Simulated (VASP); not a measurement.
Input of a VASP 6.6.1 run:

The input INCAR:

```
PREC = Accurate
ENCUT = 520
EDIFF = 1E-6
ISMEAR = 0
SIGMA = 0.1
LREAL = F
LASPH = T
NELM = 150
ALGO = Normal
ISIF = 2
LWAVE = F
LCHARG = F
ISPIN = 2
MAGMOM = 0 3
LORBIT = 11
LMAXMIX = 4
GGA = PE
NBANDS = 22
```

File KPOINTS:

```
Automatic mesh
0
Gamma
  6 6 6
```

Contents of POSCAR:

```
GaCo
1.0
    2.8831000000      0.0000000000      0.0000000000
    0.0000000000      2.8831000000      0.0000000000
    0.0000000000      0.0000000000      2.8831000000
Ga Co
1 1
Direct
    0.5000000000      0.5000000000      0.5000000000
    0.0000000000      0.0000000000      0.0000000000
```

Potentials or basis: VASP PAW PBE potentials, release 64 (Ga_d, Co).

The run is started by

```bash
$ cat potpaw_PBE.64/Ga_d/POTCAR potpaw_PBE.64/Co/POTCAR > POTCAR
$ mpirun -np 1 vasp_std > vasp.out
```

Q: Predict the site moments.

A: Ga -0.02; Co +0.28 μB.

Q: Estimate the net moment.

A: 0.25 μB per cell.

Caveat: the k mesh is coarse (spacing up to 0.36 Å⁻¹), so the values aren't converged.
